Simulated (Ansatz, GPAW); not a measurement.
## Geometry or basis: what sets the conductance of an In chain with a Cu atom bridging one bond

Wanted: T(E) of an In chain with a Cu atom bridging one bond at a relaxed geometry in two programs, beside the unrelaxed structure.

Calculated with GPAW 26.7.0 and Ansatz 0.2.0; Ansatz plane waves; relaxation of the junction with the lead ends held, in the first sound run; inputs show where later runs differ.

This is a report of a sequence of runs, with most program output left out.

## (1) The structure

The cell holds 13 atoms: 12 In and 1 Cu. Cell: a = 9.000 Å, b = 9.000 Å, c = 35.600 Å, α = 90.0°, β = 90.0°, γ = 90.0°. Regions: left lead, 6 atoms (6 In); channel, 1 atom (1 Cu); right lead, 6 atoms (6 In). Vacuum lies along a and b. The structure is stacked along c, and the current runs across the ab planes.

## (2) Relaxing the atoms

Transmission follows bond lengths closely, so the atoms between the held lead ends are relaxed first, from a slightly shaken start that lets symmetry break.

input.yaml reads:

```yaml
crystal:
  lattice:
    - [9.0, 0.0, 0.0]
    - [0.0, 9.0, 0.0]
    - [0.0, 0.0, 35.6]
  atoms:
    - { symbol: In, position: [0.5, 0.5, 0.0414325843] }
    - { symbol: In, position: [0.5, 0.5, 0.1242977528] }
    - { symbol: In, position: [0.5, 0.5, 0.2071629213] }
    - { symbol: In, position: [0.5, 0.5, 0.2900280899] }
    - { symbol: In, position: [0.5060891885, 0.4897388936, 0.3737006157] }
    - { symbol: In, position: [0.5002321241, 0.5043941667, 0.4560833954] }
    - { symbol: Cu, position: [0.7379224481, 0.5001058125, 0.4995649752] }
    - { symbol: In, position: [0.5019349497, 0.5014403562, 0.5439408657] }
    - { symbol: In, position: [0.4991756539, 0.5023981356, 0.6277002663] }
    - { symbol: In, position: [0.5, 0.5, 0.7099719101] }
    - { symbol: In, position: [0.5, 0.5, 0.7928370787] }
    - { symbol: In, position: [0.5, 0.5, 0.8757022472] }
    - { symbol: In, position: [0.5, 0.5, 0.9585674157] }
kpoints:
  mp_grid: { grid: [1, 1, 2] }
hamiltonian:
  xc: pbe
scf:
  occupations: { method: fermi_dirac, width: 0.1 }
relax:
  f_tol: 0.03
  max_steps: 80
  constraints: [{ sites: [0, 1, 2, 3, 9, 10, 11, 12] }]
```

Command:

```sh
ansatz run input.yaml --threads 4 --pin off --max-ram 8192MiB --backend cpu --events-out ev --progress --plain --runs-dir out
```

Elapsed: 95 s, on 4 threads of Intel Xeon Platinum 8259CL at 2.50GHz (Skylake/Cascade Lake), shared host; peak memory 3.6 GiB.

Relaxation path:

| step | energy less that of the first step (eV) | largest force component (eV/Å) |
| --- | --- | --- |
| 1 | 0.0000 | 0.5625 |
| 2 | -0.0589 | 0.0660 |
| 3 | -0.1004 | 0.1182 |
| 4 | -0.1636 | 0.1089 |
| 5 | -0.2278 | 0.0868 |
| 6 | -0.2546 | 0.0277 |
| 7 | -0.2546 | 0.0277 |
| 8 | -0.2587 | 0.0230 |
| 9 | -0.2600 | 0.0110 |
| 10 | -0.2603 | 0.0072 |

The atoms that moved most (Å):

| atom | dx | dy | dz | length |
| --- | --- | --- | --- | --- |
| In9 | 0.490 | 0.619 | -0.089 | 0.794 |
| In5 | 0.400 | -0.587 | 0.028 | 0.711 |
| In8 | -0.132 | -0.348 | -0.065 | 0.377 |
| In6 | -0.102 | 0.271 | 0.046 | 0.293 |
| Cu7 | -0.140 | -0.056 | 0.009 | 0.151 |

This step gave:

| Property | Result |
| --- | --- |
| free energy | -73784.3606 eV |
| smearing term TS | 0.7868 eV |
| symmetry operations | 1 |

The relaxation lowered the energy of the cell by 0.260 eV.

## (3) Plane-wave reference (PBE)

Plane waves give the reference curve, free of the bias of atom-centred orbitals.

This step: Ansatz plane waves; Landauer transmission by layers, zero bias (Ansatz 0.2.0).

input.yaml reads:

```yaml
crystal:
  lattice:
    - [9.0, 0.0, 0.0]
    - [0.0, 9.0, 0.0]
    - [0.0, 0.0, 35.6]
  atoms:
    - { symbol: In, position: [0.5, 0.5, 0.0414325843] }
    - { symbol: In, position: [0.5, 0.5, 0.1242977528] }
    - { symbol: In, position: [0.5, 0.5, 0.2071629213] }
    - { symbol: In, position: [0.5, 0.5, 0.2900280899] }
    - { symbol: In, position: [0.5505828477, 0.4245363028, 0.3744749567] }
    - { symbol: In, position: [0.4889406767, 0.5345399107, 0.4573740244] }
    - { symbol: Cu, position: [0.7223607233, 0.4939296502, 0.4998090405] }
    - { symbol: In, position: [0.4873036358, 0.4628025325, 0.5421206592] }
    - { symbol: In, position: [0.5535763499, 0.571214065, 0.6252056531] }
    - { symbol: In, position: [0.5, 0.5, 0.7099719101] }
    - { symbol: In, position: [0.5, 0.5, 0.7928370787] }
    - { symbol: In, position: [0.5, 0.5, 0.8757022472] }
    - { symbol: In, position: [0.5, 0.5, 0.9585674157] }
kpoints:
  mp_grid: { grid: [1, 1, 2] }
hamiltonian:
  xc: pbe
scf:
  occupations: { method: fermi_dirac, width: 0.1 }
output:
  transmission:
    leads: [[0, 1]]
    e_range: [-2, 2]
    de: 0.025
    kmesh: [1, 1]
    reduced_basis: true
  write_potential: true
  write_density: true
  volumetric_format: npy
  elf: true
```

The job ended after 1.8 min (4 threads; peak memory 3.6 GiB; 4.8 min of CPU time).

Numbers from this step:

```
free energy                                             : -73784.3605 eV
lead level                                              : 0 eV from the Fermi level
transmission at the Fermi level (one spin)              : 1.295
open channels of the lead at the Fermi level (one spin) : 3
step of the potential along the lead                    : 21.8 meV
offset of the lead                                      : 0 Å
filling of the lead less its bulk value, in size        : 26.7 meV
conductance                                             : 1.289 G₀
```

One spin. Table of transmission, zone mean by energy, zero at the Fermi level:

energy (eV), transmission, zone mean and a bar:
```
   -2.000       0.14 ##
   -1.800       0.00 
   -1.600       0.00 
   -1.400       0.00 
   -1.200       0.00 
   -1.000       0.09 #
   -0.800       0.17 ##
   -0.600       0.25 ###
   -0.400       0.46 #####
   -0.200       0.94 ###########
    0.000       1.29 ###############
    0.200       1.62 ##################
    0.400       2.00 #######################
    0.600       2.41 ###########################
    0.800       2.64 ##############################
    0.900       2.66 ##############################
    1.000       2.65 ##############################
    1.200       2.57 #############################
    1.400       2.48 ############################
    1.600       1.96 ######################
    1.800       2.58 #############################
    1.950       2.66 ##############################
    2.000       2.61 #############################
```

One spin. Table of open channels, zone mean by energy, zero at the Fermi level:

energy (eV), open channels, zone mean and a bar:
```
   -2.000       1.00 ##########
   -1.900       0.00 
   -1.800       0.00 
   -1.700       0.00 
   -1.600       0.00 
   -1.500       0.00 
   -1.400       0.00 
   -1.300       0.00 
   -1.200       1.00 ##########
   -1.100       1.00 ##########
   -1.000       1.00 ##########
   -0.900       1.00 ##########
   -0.800       1.00 ##########
   -0.700       1.00 ##########
   -0.600       1.00 ##########
   -0.500       1.00 ##########
   -0.400       1.00 ##########
   -0.300       1.00 ##########
   -0.200       1.00 ##########
   -0.100       3.00 ##############################
    0.000       3.00 ##############################
    0.100       3.00 ##############################
    0.200       3.00 ##############################
    0.300       3.00 ##############################
    0.400       3.00 ##############################
    0.500       3.00 ##############################
    0.600       3.00 ##############################
    0.700       3.00 ##############################
    0.800       3.00 ##############################
    0.900       3.00 ##############################
    1.000       3.00 ##############################
    1.100       3.00 ##############################
    1.200       3.00 ##############################
    1.300       3.00 ##############################
    1.400       3.00 ##############################
    1.500       3.00 ##############################
    1.600       3.00 ##############################
    1.700       3.00 ##############################
    1.800       3.00 ##############################
    1.900       3.00 ##############################
    2.000       3.00 ##############################
```

Crystal 0, spin -, k parallel (0, 0); distinct values, listed up to 1.5 1/Å. Im kz of the slowest decaying states against energy, zero at the Fermi level:

| energy (eV) | decay 1 (Å⁻¹) | decay 2 (Å⁻¹) | decay 3 (Å⁻¹) | decay 4 (Å⁻¹) |
| --- | --- | --- | --- | --- |
| -2.000 | 0.628 | 0.629 | 1.10 | 1.22 |
| -1.800 | 0.0357 | 0.595 | 0.595 | 1.08 |
| -1.600 | 0.0399 | 0.559 | 0.559 | 1.05 |
| -1.400 | 0.0313 | 0.519 | 0.520 | 1.03 |
| -1.200 | 0.476 | 0.476 | 0.999 | 1.13 |
| -1.000 | 0.428 | 0.428 | 0.972 | 1.11 |
| -0.800 | 0.373 | 0.373 | 0.944 | 1.08 |
| -0.600 | 0.308 | 0.308 | 0.915 | 1.06 |
| -0.400 | 0.222 | 0.223 | 0.885 | 1.03 |
| -0.200 | 0.0608 | 0.0616 | 0.854 | 1.01 |
| 0.000 | 0.822 | 0.979 | 1.10 | 1.10 |
| 0.200 | 0.789 | 0.952 | 1.08 | 1.08 |
| 0.400 | 0.754 | 0.923 | 1.05 | 1.05 |
| 0.600 | 0.717 | 0.894 | 1.03 | 1.03 |
| 0.800 | 0.679 | 0.864 | 1.01 | 1.01 |
| 1.000 | 0.638 | 0.832 | 0.982 | 0.982 |
| 1.200 | 0.595 | 0.800 | 0.957 | 0.957 |
| 1.400 | 0.548 | 0.766 | 0.931 | 0.931 |
| 1.600 | 0.496 | 0.730 | 0.903 | 0.904 |
| 1.800 | 0.439 | 0.693 | 0.872 | 0.876 |
| 2.000 | 0.374 | 0.653 | 0.841 | 0.847 |

Crystal 0, spin -, k parallel (0, 0). Re kz of states that move upwards against energy, zero at the Fermi level:

| energy (eV) | channel 1 (Å⁻¹) | channel 2 (Å⁻¹) | channel 3 (Å⁻¹) |
| --- | --- | --- | --- |
| -2.000 | 1.06 | - | - |
| -1.800 | - | - | - |
| -1.600 | - | - | - |
| -1.400 | - | - | - |
| -1.200 | -1.04 | - | - |
| -1.000 | -1.01 | - | - |
| -0.800 | -0.989 | - | - |
| -0.600 | -0.967 | - | - |
| -0.400 | -0.946 | - | - |
| -0.200 | -0.926 | - | - |
| 0.000 | -0.907 | 0.206 | 0.207 |
| 0.200 | -0.888 | 0.299 | 0.299 |
| 0.400 | -0.869 | 0.370 | 0.370 |
| 0.600 | -0.851 | 0.430 | 0.431 |
| 0.800 | -0.833 | 0.484 | 0.484 |
| 1.000 | -0.815 | 0.533 | 0.533 |
| 1.200 | -0.797 | 0.578 | 0.578 |
| 1.400 | -0.780 | 0.621 | 0.621 |
| 1.600 | -0.763 | 0.661 | 0.661 |
| 1.800 | -0.746 | 0.700 | 0.700 |
| 2.000 | -0.729 | 0.738 | 0.738 |

The electrostatic potential energy of an electron (with the applied field's), less the Fermi level, planar mean oscillates, so the rows of the table below give means over windows of 2.97 Å about each position, cut where the curve ends. Its maxima inside the range that stand out by 2 % of the span (Å: eV): 3.0: 3.28, 5.9: 3.28, 8.9: 3.23, 11.9: 3.16, 14.8: 3.22, 17.1: 2.26, 18.4: 2.26, 20.8: 3.21, 23.7: 3.16, 26.7: 3.22, 29.7: 3.28, 32.6: 3.28. Its minima: 1.5: 1.56, 4.5: 1.56, 7.4: 1.55, 10.4: 1.47, 13.3: 1.39, 16.3: 1.62, 17.8: 1.93, 19.3: 1.62, 22.2: 1.38, 25.2: 1.47, 28.2: 1.55, 31.1: 1.56, 34.1: 1.56.

The electrostatic potential energy of an electron (with the applied field's), less the Fermi level, planar mean by z; means over each step:

| z (Å) | electrostatic potential energy of an electron (with the applied field's), less the Fermi level, planar mean (eV) |
| --- | --- |
| 1.49 | 2.48 |
| 4.46 | 2.49 |
| 7.42 | 2.47 |
| 10.39 | 2.39 |
| 13.36 | 2.34 |
| 16.33 | 2.22 |
| 19.30 | 2.25 |
| 22.27 | 2.34 |
| 25.24 | 2.39 |
| 28.21 | 2.47 |
| 31.18 | 2.49 |
| 34.15 | 2.43 |

The valence density, planar mean oscillates, so the rows of the table below give means over windows of 2.97 Å about each position, cut where the curve ends. Its maxima inside the range that stand out by 2 % of the span (Å: e/Å³): 1.5: 0.144, 4.5: 0.144, 7.4: 0.144, 10.4: 0.143, 13.3: 0.144, 16.3: 0.147, 17.8: 0.340, 19.3: 0.147, 22.2: 0.144, 25.2: 0.143, 28.2: 0.144, 31.1: 0.144, 34.1: 0.144. Its minima: 3.0: 0.0116, 5.9: 0.0118, 8.9: 0.0119, 11.9: 0.0111, 14.8: 0.0114, 17.1: 0.0506, 18.5: 0.0510, 20.8: 0.0113, 23.7: 0.0109, 26.7: 0.0119, 29.7: 0.0118, 32.6: 0.0116.

The valence density, planar mean by z; means over each step:

z (Å), valence density, planar mean (e/Å³) and a bar from the least value:
```
     1.49      0.054 
     4.46      0.054 
     7.42      0.054 
    10.39      0.054 
    13.36      0.054 
    16.33      0.096 ##############################
    19.30      0.091 ##########################
    22.27      0.054 
    25.24      0.054 
    28.21      0.054 
    31.18      0.054 
    34.15      0.057 ##
```

Electrostatic potential energy in the ca plane at fractional y = 0.494, with atoms of In and Cu within 0.2 Å of it. With pseudopotentials it is smooth inside the atoms' cores, unlike the true potential.

Ten even steps from '0' (-41 eV) to '9' (2 eV), each cell a mean:
```
99999999999999999999999999999999999999999999
99999999999999999999999999999999999999999999
99999999999999999999999999999999999999999999
99999999999999999999999888999999999999999999
99999999999999999999997434799999999999999999
99999999999999999999984000489999999999999999
99999999999999999999982000389999999999999999
99999999998888999999984000589999999888899999
99888899987557899998888546888899998766789998
98533689985213789986678888865689987423689986
85100168874002689851126898520158986311589861
84000058985213788720004887300027987423689850
84000058987556899720004887300027998766899850
87311479998888999851126898510148999888999973
98766789999999999986678999865679999999999987
99988999999999999998899999988899999999999999
99999999999999999999999999999999999999999999
99999999999999999999999999999999999999999999
99999999999999999999999999999999999999999999
99999999999999999999999999999999999999999999
99999999999999999999999999999999999999999999
99999999999999999999999999999999999999999999
99999999999999999999999999999999999999999999
99999999999999999999999999999999999999999999
```
Columns run along c (16.0 Å, from fractional 0.25 to 0.70 of the cell; values clipped at the 3rd and 97th percentile), rows up along a (9.0 Å). Atoms in or near the plane, at fractional coordinates: In at (0.29, 0.50), Cu at (0.50, 0.72).

Valence density in the ca plane at fractional y = 0.494, with atoms of In and Cu within 0.2 Å of it. It is the smooth field of the valence electrons, not physical close to the nuclei.

Ten steps, logarithmic in the rise over the least value, from '0' (0 e/Å³) to '9' (49 e/Å³), each cell a mean:
```
00000000000000000000000000000000000000000000
00000000000000000000000000000000000000000000
00000000000000000000000000000000000000000000
00000000000000000000000000000000000000000000
00000000000000000000001232100000000000000000
00000000000000000000002686200000000000000000
00000000000000000000003897300000000000000000
00000000000000000000002675200000000000000000
00000000000111000000001222100000000111000000
00122100001332100001111111111100001222100001
01355310012342100023321000134310001233100013
12466410001332100135542001245531001222100024
02465410000111000135542001246531000111000014
01233210000000000023321000134320000000000012
00011000000000000001110000011100000000000000
00000000000000000000000000000000000000000000
00000000000000000000000000000000000000000000
00000000000000000000000000000000000000000000
00000000000000000000000000000000000000000000
00000000000000000000000000000000000000000000
00000000000000000000000000000000000000000000
00000000000000000000000000000000000000000000
00000000000000000000000000000000000000000000
00000000000000000000000000000000000000000000
```
Columns run along c (16.0 Å, from fractional 0.25 to 0.70 of the cell), rows up along a (9.0 Å). Atoms in or near the plane, at fractional coordinates: In at (0.29, 0.50), Cu at (0.50, 0.72).

ELF in the ca plane at fractional y = 0.494, with atoms of In and Cu within 0.2 Å of it. It is the smooth field of the valence electrons, not physical close to the nuclei.

Ten even steps from '0' (0.00) to '9' (0.84), each cell a mean:
```
00000000000000000000111111111000000000000000
00000000000000000001222222222100000000000000
00000000000000000011222222222110000000000000
00000000000000000012221111122210000000000000
11111000011111100012211222122210001111110000
11111111122333210012222464222210012333221111
22333322234444321123322696223311123444332223
33334443343333432223332353233322234333443344
44333344443333344333333222333333443333344443
43333335433333344333323333323334443333334533
43211234433223345332222333222233543333335432
43100134533333345321013333310123543333335431
43100234533333355331013343310023543333335432
43322335433333345432233454322234543333335533
44333345432222345543334555333345543222234543
44444454321111124655455556544556521111123454
33444543210000013566666555666665310000012345
12333332100000002355654434566654200000001233
11122211000000001233433222344432100000000112
00011100000000000011111000111110000000000001
00000000000000000000000000000000000000000000
00000000000000000000000000000000000000000000
00000000000000000000000000000000000000000000
00000000000000000000000000000000000000000000
```
Columns run along c (16.0 Å, from fractional 0.25 to 0.70 of the cell), rows up along a (9.0 Å). Atoms in or near the plane, at fractional coordinates: In at (0.29, 0.50), Cu at (0.50, 0.72).

The largest of the program's own error estimates on the conductance is 6.3 %. T at the Fermi level is 1.29 of 3 open channels a spin.

(Continued in part 2 of 2.)

[Logs are printed without paths, hosts, clocks, repeated set-up lines and the standing remarks that a program may print on its own settings, such as how far it seeks lower states.]

[Hosts, paths, dates, database ids (printed as entryN), source tags and the programs' standing remarks are cut or masked in the printed files.]
